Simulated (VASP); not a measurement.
Set up this calculation in VASP 6.6.1, as the native input.

```
Task                   : relaxation of cell and atoms
Functional             : r2SCAN
Dispersion             : rVV10
Potentials or basis    : VASP PAW PBE potentials, release 64 (Be, S)
Cutoff                 : 600 eV
k mesh                 : 8 × 8 × 8
Occupations            : gaussian, width 0.02 eV
Spin                   : no spin polarisation
Further INCAR settings : ALGO = Normal; EDIFF = 1e-07; IBRION = 2; EDIFFG = -0.005; NSW = 90; ISIF = 3
```

The structure of BeS lies in POSCAR:

```
BeS
1.0
    0.0000000000      2.4351516500      2.4351516500
    2.4351516500      0.0000000000      2.4351516500
    2.4351516500      2.4351516500      0.0000000000
Be S
1 1
Direct
    0.0000000000      0.0000000000      0.0000000000
    0.2500000000      0.2500000000      0.2500000000
```

The cell is a database's computed one.

These files were run (other wordings do the same):

INCAR

```
ALGO     = Normal         # electronic algorithm
BPARAM   = 11.95        
CPARAM   = 0.0093       
EDIFF    = 1E-7           # SCF threshold, eV
EDIFFG   = -0.005         # ionic threshold
ENCUT    = 600            # plane-wave cutoff, eV
IBRION   = 2              # ionic algorithm
ISIF     = 3              # what is computed and relaxed
ISMEAR   = 0              # smearing method
IVDW_NL  = 2            
LASPH    = T              # aspherical terms in the spheres
LCHARG   = F              # write CHGCAR
LMIXTAU  = T            
LREAL    = F              # projectors in reciprocal space
LUSE_VDW = T            
LWAVE    = F              # write WAVECAR
METAGGA  = R2SCAN         # meta-GGA
NELM     = 100            # most SCF steps
NSW      = 90             # ionic steps
PREC     = Accurate       # precision mode
SIGMA    = 0.02           # smearing width, eV
```

KPOINTS

```
k-points
0
Gamma
  8 8 8
```

Potentials or basis: VASP PAW PBE potentials, release 64 (Be, S).

Run with:

```sh
$ cat potpaw_PBE.64/Be/POTCAR potpaw_PBE.64/S/POTCAR > POTCAR
$ mpirun -np 1 vasp_std > vasp.out
```

It gave:

```
Relaxed volume                         : 14.38 Å³/atom
Relaxed cell                           : a = 3.439 Å, b = 3.439 Å, c = 3.439 Å, α = 60.00°, β = 60.00°, γ = 60.00°
Space group after relaxing (to 0.05 Å) : F-43m (No. 216)
Energy gained by relaxing              : 0.1 meV/atom
Ionic steps                            : 3
Pressure after relaxing                : 0.0 GPa
Band gap on the k mesh                 : 3.54 eV, indirect (least direct gap 6.23 eV)
```

Caveat: the PAW data sets were made with another functional, which shifts forces and pressure a little.

Wall time 2.3 min on 1 thread of AMD EPYC 9R14 (Zen 4), on a shared host, peak memory 0.23 GiB.
